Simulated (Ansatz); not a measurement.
# Ta: the cost of one run

Computed with Ansatz 0.2.0 (DFT PBE, scalar-relativistic, plane waves, PAW, unless a step's input says otherwise).

## Step 1: The starting structure

The structure is cubic, space group Fm-3m (No. 225). Conventional cell: a = 4.223 Å, b = 4.223 Å, c = 4.223 Å, α = 90.00°, β = 90.00°, γ = 90.00°. Around Ta (site symmetry m-3m) lie 12 Ta at 2.99 Å.

Coordinates:

```cif
data_structure
_symmetry_space_group_name_H-M 'Fm-3m'
_symmetry_Int_Tables_number 225
_cell_length_a 4.2231
_cell_length_b 4.2231
_cell_length_c 4.2231
_cell_angle_alpha 90.000
_cell_angle_beta 90.000
_cell_angle_gamma 90.000
_cell_volume 75.32
loop_
_atom_site_label
_atom_site_type_symbol
_atom_site_symmetry_multiplicity
_atom_site_Wyckoff_symbol
_atom_site_fract_x
_atom_site_fract_y
_atom_site_fract_z
_atom_site_occupancy
Ta1 Ta 4 a 0.00000 0.00000 0.00000 1
```

It is the result of an earlier relaxation at this level (volume 18.83 Å³/atom; gap on the mesh: none (metal)).

## Step 2: The scan

Gamma surface: rigid slide across a plane, one fault a cell; the plane is (0 0 1) of the conventional cell.

The axes are (1) slide along a1: 12 values from 0.000 to 0.917, periodic; (2) slide along a2: 12 values from 0.000 to 0.917, periodic.

Nothing else is relaxed (rigid halves, spacing across the cut fixed). Energies count from the perfect crystal. Points are written as (first, second).

The two vectors of the plane (Å): (-2.112, -2.112, 0.000); (2.112, -2.112, 0.000).

## Step 3: The run at (2/12, 6/12) of the map's two axes

File input.yaml:

```yaml
crystal:
  lattice:
    - [-2.1115483479, -2.1115483479, 0.0]
    - [2.1115483479, -2.1115483479, 0.0]
    - [0.7038494493, -1.4076988986, 8.4461933917]
  atoms:
    - { symbol: Ta, position: [-0.1458333333, -0.4375, 0.875] }
    - { symbol: Ta, position: [0.4791666667, 0.4375, 0.125] }
    - { symbol: Ta, position: [-0.0625, -0.1875, 0.375] }
    - { symbol: Ta, position: [0.3958333333, 0.1875, 0.625] }
basis:
  ecutwfc: 420
kpoints:
  mp_grid: { grid: [15, 15, 5] }
hamiltonian:
  xc: pbe
  pseudopotentials: { kind: paw, azcp: { folder: soft_1 } }
scf:
  occupations: { method: gaussian, width: 0.15 }
output:
  forces: true
  stress: true
  eigenvalues: true
```

Command:

```sh
$ ansatz run input.yaml --threads 2 --pin off --max-ram 4096MiB --backend cpu --events-out ev --progress --plain --runs-dir out
```

What time and memory should one allow on 2 threads of Arm Neoverse N1, shared host?

About 56 s, with a peak of 1 GiB.
